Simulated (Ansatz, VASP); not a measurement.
# Cross-check of Ga2Pt between VASP and Ansatz

One calculation is typed for both programs; each brings its own data sets. How far apart do they land? The cell is taken from a series of runs on this material, whose earlier steps may have relaxed, scaled, displaced or heated it; both programs get it as it stands.

Program: Ansatz 0.2.0. Level of theory: plane waves, with VASP 6.6.1 beside it; relaxation of cell and atoms at PBEsol, spin-orbit coupling. Results are calculated unless marked as measured.

### Step 1. The starting structure

Symmetry: Fm-3m, No. 225, cubic system. Conventional cell: a = 5.911 Å, b = 5.911 Å, c = 5.911 Å, α = 90.00°, β = 90.00°, γ = 90.00°. Nearest to Ga lie 4 Pt at 2.56 Å. Nearest to Pt lie 8 Ga at 2.56 Å. Farther neighbours are not listed.

Coordinates:

```
Ga Pt
1.0
     0.00000    2.95550    2.95550
     2.95550    0.00000    2.95550
     2.95550    2.95550    0.00000
Ga Pt
2 1
Direct
  0.25000 0.25000 0.25000
  0.75000 0.75000 0.75000
  0.00000 0.00000 0.00000
```

### Step 2. VASP: relaxation of cell and atoms, PBEsol, spin-orbit coupling

The relaxed volume is the usual yardstick between codes: in a stiff, nearly cubic crystal its relative difference is about their pressure difference at one cell divided by the bulk modulus.

Lines of VASP's logs that name or quote its potential files are left out, and so is its time.

File INCAR:

```
SYSTEM = Ga2Pt
PREC = Accurate
ENCUT = 500
EDIFF = 1E-07
NELM = 200
ISMEAR = 0
SIGMA = 0.1
LREAL = .FALSE.
ALGO = Normal
GGA = PS
LNONCOLLINEAR = .TRUE.
MAGMOM = 0 0 0 0 0 0 0 0 0
NBANDS = 48
GGA_COMPAT = .FALSE.
LASPH = .TRUE.
LSORBIT = .TRUE.
LMAXMIX = 4
LORBIT = 11
LWAVE = .FALSE.
LCHARG = .FALSE.
ISIF = 3
IBRION = 2
NSW = 80
EDIFFG = -0.005
NELMIN = 4
```

File POSCAR:

```
Ga2Pt
1.0
    0.0000000000      2.9555000000      2.9555000000
    2.9555000000      0.0000000000      2.9555000000
    2.9555000000      2.9555000000      0.0000000000
Ga Pt
2 1
Direct
    0.2500000000      0.2500000000      0.2500000000
    0.7500000000      0.7500000000      0.7500000000
    0.0000000000      0.0000000000      0.0000000000
```

File KPOINTS:

```
Automatic mesh
0
Gamma
10 10 10
0 0 0
```

Potentials, in the order of the species: Ga_d and Pt (PBE family, release 64).

Launch:

```sh
$ mpirun -np 1 vasp_ncl
```

Numbers of over 12 decimals in the logs are rounded to 6 here.

What it wrote:

```text
[banner, memory and clock lines left out]
running    1 mpi-ranks, on    1 nodes
 distrk:  each k-point on    1 cores,    1 groups
 distr:  one band on    1 cores,    1 groups

 POSCAR found type information on POSCAR GaPt
 POSCAR found :  2 types and       3 ions
|                                                                             |
|               ----> ADVICE to this user running VASP <----                  |
|                                                                             |
|     You enforced a specific xc type in the INCAR file but a different       |
|     [... a line on the potential file left out ...]
|     I HOPE YOU KNOW WHAT YOU ARE DOING!                                     |
|                                                                             |

 LDA part: xc-table for (Slater+PW92), standard interpolation
 POSCAR, INCAR and KPOINTS ok, starting setup
 FFT: planning ... GRIDC
 FFT: planning ... GRID_SOFT
 FFT: planning ... GRID
 WAVECAR not read
 entering main loop
       N       E                     dE             d eps       ncg     rms          rms(c)
DAV:   1     0.353462871936E+03    0.35346E+03   -0.15625E+04  5240   0.260E+03
DAV:   2     0.414765493515E+02   -0.31199E+03   -0.29397E+03  4552   0.688E+02
DAV:   3    -0.135521243266E+02   -0.55029E+02   -0.53241E+02  5096   0.190E+02
DAV:   4    -0.162261720071E+02   -0.26740E+01   -0.26519E+01  5472   0.454E+01
DAV:   5    -0.163031473824E+02   -0.76975E-01   -0.76953E-01  5984   0.757E+00    0.101E+01
DAV:   6    -0.158660833362E+02    0.43706E+00   -0.13758E+00  5296   0.101E+01    0.451E+00
DAV:   7    -0.157874706826E+02    0.78613E-01   -0.11215E-01  6000   0.485E+00    0.286E+00
DAV:   8    -0.157630536253E+02    0.24417E-01   -0.27071E-02  6168   0.127E+00    0.117E+00
DAV:   9    -0.157601172951E+02    0.29363E-02   -0.53192E-03  5208   0.676E-01    0.195E-01
DAV:  10    -0.157600717259E+02    0.45569E-04   -0.67013E-04  5872   0.332E-01    0.792E-02
DAV:  11    -0.157601145618E+02   -0.42836E-04   -0.13668E-04  5216   0.927E-02    0.220E-02
DAV:  12    -0.157601172695E+02   -0.27077E-05   -0.67972E-06  5824   0.256E-02    0.821E-03
DAV:  13    -0.157601185502E+02   -0.12807E-05   -0.31158E-06  4696   0.123E-02    0.440E-03
DAV:  14    -0.157601185304E+02    0.19830E-07   -0.80216E-07  4144   0.735E-03
   1 F= -.15760119E+02 E0= -.15757279E+02  d E =-.157601E+02  mag=     0.0000     0.0000    -0.0000
 curvature:   0.00 expect dE= 0.000E+00 dE for cont linesearch  0.000E+00
 trial: gam= 0.00000 g(F)=  0.279E-46 g(S)=  0.106E-02 ort = 0.000E+00 (trialstep = 0.100E+01)
 search vector abs. value=  0.106E-02
 bond charge predicted
       N       E                     dE             d eps       ncg     rms          rms(c)
DAV:   1    -0.157802866850E+02   -0.20168E-01   -0.27998E-01  5976   0.737E+00    0.866E-01
DAV:   2    -0.157633681294E+02    0.16919E-01   -0.38587E-02  5504   0.257E+00    0.407E-01
DAV:   3    -0.157609726395E+02    0.23955E-02   -0.31784E-03  6080   0.814E-01    0.239E-01
DAV:   4    -0.157603013874E+02    0.67125E-03   -0.48273E-04  5952   0.223E-01    0.124E-01
DAV:   5    -0.157601244382E+02    0.17695E-03   -0.90814E-05  5696   0.921E-02    0.254E-02
DAV:   6    -0.157601026956E+02    0.21743E-04   -0.18340E-05  5464   0.582E-02    0.360E-03
DAV:   7    -0.157601027028E+02   -0.71923E-08   -0.62977E-07  4328   0.686E-03
   2 F= -.15760103E+02 E0= -.15757277E+02  d E =0.158276E-04  mag=    -0.0000     0.0000    -0.0000
 trial-energy change:    0.000016  1 .order   -0.000009   -0.001061    0.001043
 step:   0.4866(harm=  0.5043)  dis= 0.00000  next Energy=   -15.760374 (dE=-0.255E-03)
 bond charge predicted
       N       E                     dE             d eps       ncg     rms          rms(c)
DAV:   1    -0.157657160621E+02   -0.56134E-02   -0.73446E-02  5976   0.373E+00    0.447E-01
DAV:   2    -0.157612343640E+02    0.44817E-02   -0.10316E-02  5536   0.135E+00    0.208E-01
DAV:   3    -0.157606120800E+02    0.62228E-03   -0.83426E-04  6104   0.414E-01    0.122E-01
DAV:   4    -0.157604373065E+02    0.17477E-03   -0.12715E-04  5944   0.113E-01    0.631E-02
DAV:   5    -0.157603914164E+02    0.45890E-04   -0.24176E-05  5704   0.475E-02    0.128E-02
DAV:   6    -0.157603862861E+02    0.51303E-05   -0.47276E-06  5416   0.294E-02    0.190E-03
DAV:   7    -0.157603862226E+02    0.63494E-07   -0.16169E-07  3856   0.346E-03
   3 F= -.15760386E+02 E0= -.15757553E+02  d E =-.267692E-03  mag=     0.0000    -0.0000     0.0000
 curvature:  -0.25 expect dE=-0.728E-07 dE for cont linesearch -0.728E-07
 trial: gam= 0.00000 g(F)=  0.101E-45 g(S)=  0.289E-06 ort =-0.175E-04 (trialstep = 0.897E+00)
 search vector abs. value=  0.289E-06
 reached required accuracy - stopping structural energy minimisation
```

Parts of OUTCAR (step 2):

```text
ion  position               nearest neighbor table
   1  0.250  0.250  0.250-   3 2.56   3 2.56   3 2.56   3 2.56
   2  0.750  0.750  0.750-   3 2.56   3 2.56   3 2.56   3 2.56
   3  0.000  0.000  0.000-   2 2.56   2 2.56   2 2.56   1 2.56   1 2.56   1 2.56   2 2.56   1 2.56

  LATTYP: Found a face centered cubic cell.
 ALAT       =     5.9110000000

 Subroutine GETGRP returns: Found 48 space group operations
 (whereof 48 operations were pure point group operations)

The static configuration has the point symmetry O_h .

 Found     47 irreducible k-points:

   k-points           NKPTS =     47   k-points in BZ     NKDIM =     47   number of bands    NBANDS=     48

   dimension x,y,z NGX =    30 NGY =   30 NGZ =   30
   dimension x,y,z NGXF=    60 NGYF=   60 NGZF=   60

   ENCUT  =  500.0 eV  36.75 Ry    6.06 a.u.   7.62  7.62  7.62*2*pi/ulx,y,z

   NELECT =      36.0000    total number of electrons

 k-points in reciprocal lattice and weights: Automatic mesh
   0.00000000  0.00000000  0.00000000       0.001
   0.10000000  0.00000000  0.00000000       0.008
   0.20000000  0.00000000  0.00000000       0.008
   0.30000000  0.00000000  0.00000000       0.008
   0.40000000  0.00000000  0.00000000       0.008
   0.50000000  0.00000000  0.00000000       0.004
   0.10000000  0.10000000  0.00000000       0.006
   0.20000000  0.10000000  0.00000000       0.024
   0.30000000  0.10000000  0.00000000       0.024
[...]
-0.30000000  0.40000000  0.20000000       0.024
  -0.30000000  0.50000000  0.20000000       0.012

 average (electrostatic) potential at core
       1 -63.0260       2 -63.0260       3 -67.1208

 E-fermi :   7.0227

 k-point     1 :       0.0000    0.0000    0.0000
  band No.  band energies     occupation
    ...
     28       2.3198      1.00000
     29       3.8466      1.00000
     30       3.8466      1.00000
     31       3.8466      1.00000
     32       3.8466      1.00000
     33       7.1847      0.01096
     34       7.1847      0.01096
     35      11.1249      0.00000
     36      11.1249      0.00000
     37      12.1866      0.00000
    ...

 k-point     2 :       0.1000    0.0000    0.0000
  band No.  band energies     occupation
    ...
     28       2.3128      1.00000
     29       3.7822      1.00000
     30       3.7822      1.00000
     31       3.8429      1.00000
     32       3.8429      1.00000
     33       7.3855      0.00000
     34       7.3855      0.00000
     35       9.8681      0.00000
     36       9.8681      0.00000
     37      11.0985      0.00000
    ...

 k-point     3 :       0.2000    0.0000    0.0000
  band No.  band energies     occupation
    ...
     28       2.4252      1.00000
     29       3.6343      1.00000
     30       3.6343      1.00000
     31       3.8600      1.00000
     32       3.8600      1.00000
     33       7.0245      0.48956
     34       7.0245      0.48956
     35       8.8770      0.00000
     36       8.8770      0.00000
     37       9.9689      0.00000
    ...

  Total       -0.0024486     -0.0024486     -0.0024486      0.0000000      0.0000000      0.0000000
  in kB       -0.0757171     -0.0757171     -0.0757171      0.0000000      0.0000000      0.0000000
  external PRESSURE =      -0.0757171 kB  Pullay stress =       0.0000000 kB

  energy-cutoff  :      500.00
  volume of cell :       51.81
      direct lattice vectors                 reciprocal lattice vectors
     0.000000000  2.958930001  2.958930001    -0.168980003  0.168980003  0.168980003
     2.958930001  0.000000000  2.958930001     0.168980003 -0.168980003  0.168980003
     2.958930001  2.958930001  0.000000000     0.168980003  0.168980003 -0.168980003

 POSITION                                       TOTAL-FORCE (eV/Angst)
 -----------------------------------------------------------------------------------
      1.47947      1.47947      1.47947        -0.000000     -0.000000     -0.000000
      4.43840      4.43840      4.43840         0.000000      0.000000      0.000000
      0.00000      0.00000      0.00000         0.000000     -0.000000      0.000000
 -----------------------------------------------------------------------------------
    total drift:                                0.000000      0.000000      0.000000

  FREE ENERGIE OF THE ION-ELECTRON SYSTEM (eV)
  ---------------------------------------------------
  free  energy   TOTEN  =       -15.7603862226 eV

  energy  without entropy=      -15.7547198625  energy(sigma->0) =      -15.75755304

 reached required accuracy - stopping structural energy minimisation

 Spin-Orbit-Coupling matrix elements
 Ion:    1  E_soc:     -0.0132894
 Ion:    2  E_soc:     -0.0132894
 Ion:    3  E_soc:     -0.6927729

 total charge
# of ion       s       p       d       tot
------------------------------------------
    1        0.875   0.742  10.016  11.634
    2        0.875   0.742  10.016  11.634
    3        0.779   0.664   8.156   9.599
--------------------------------------------------
tot          2.530   2.148  28.189  32.867

 magnetization (x)
# of ion       s       p       d       tot
------------------------------------------
    1       -0.000   0.000   0.000  -0.000
    2       -0.000   0.000   0.000  -0.000
    3        0.000   0.000  -0.000  -0.000
--------------------------------------------------
tot         -0.000   0.000  -0.000  -0.000

 magnetization (y)
# of ion       s       p       d       tot
------------------------------------------
    1        0.000   0.000   0.000   0.000
    2        0.000   0.000   0.000   0.000
    3        0.000   0.000  -0.000  -0.000
--------------------------------------------------
tot          0.000   0.000  -0.000  -0.000

 magnetization (z)
# of ion       s       p       d       tot
------------------------------------------
    1       -0.000   0.000   0.000  -0.000
    2       -0.000   0.000   0.000  -0.000
    3        0.000  -0.000  -0.000  -0.000
--------------------------------------------------
tot         -0.000  -0.000  -0.000  -0.000

[... 3 further parts left out ...]
```

(Part 1 of 2 ends here.)

[Lines on the potential files, build, host, timing and source positions are cut from VASP's logs without a mark.]

[Logs are printed without paths, hosts, clocks, repeated set-up lines and the standing remarks that a program may print on its own settings, such as how far it seeks lower states.]

[Hosts, paths, dates, database ids (printed as entryN), source tags and the programs' standing remarks are cut or masked in the printed files.]
